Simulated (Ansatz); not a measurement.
Ti, DFT, PBE, all-electron LAPW, scalar-relativistic (Ansatz 0.2.0), run on 1 thread of Arm Neoverse V2 on a shared host.

The cell is COD entry 1534878, as deposited and not checked against the literature; nothing was relaxed. The listed cell was then made from it by scaling, straining or moving an atom.

Command: `ansatz run input.yaml --threads 1 --pin off --max-ram 3072MiB --backend cpu --events-out ev --progress --plain --runs-dir out`

```yaml
crystal:
  lattice:
    - [0.0406, 2.0503, 2.0503]
    - [2.0503, 0.0406, 2.0503]
    - [2.0503, 2.0503, 0.0406]
  atoms:
    - { symbol: Ti, position: [0.0, 0.0, 0.0] }
kpoints:
  mp_grid: { grid: [15, 15, 15] }
  band_path:
    path:
      - [0.0, 0.0, 0.0]
      - [0.5, 0.5, 0.5]
      - [0.2451701269, 0.5, 0.7548298731]
      - [-0.2451701269, 0.2451701269, 0.5]
      - [0.0, 0.0, 0.5]
      - [0.0, 0.0, 0.0]
      - [-0.3725850634, 0.0, 0.3725850634]
      - [0.0, 0.3725850634, 0.6274149366]
      - [0.0, 0.5, 0.5]
    npoints: 5
scf:
  occupations: { method: fermi_dirac, width: 0.05 }
hamiltonian:
  xc: pbe
  pseudopotentials: { kind: all_electron, lapw: { basis_error: 0.00025 } }
output:
  forces: true
  stress: true
  eigenvalues: true
```

(1) How large is the problem that the program sets up?

(2) Estimate the wall time and the peak memory.

Results:

(1) 344 irreducible k-points, 169 plane waves at Γ, 10 bands.

(2) 19 s of wall time for 6 SCF iterations, with a peak of 0.43 GiB. Times on shared machines scatter by tens of per cent.
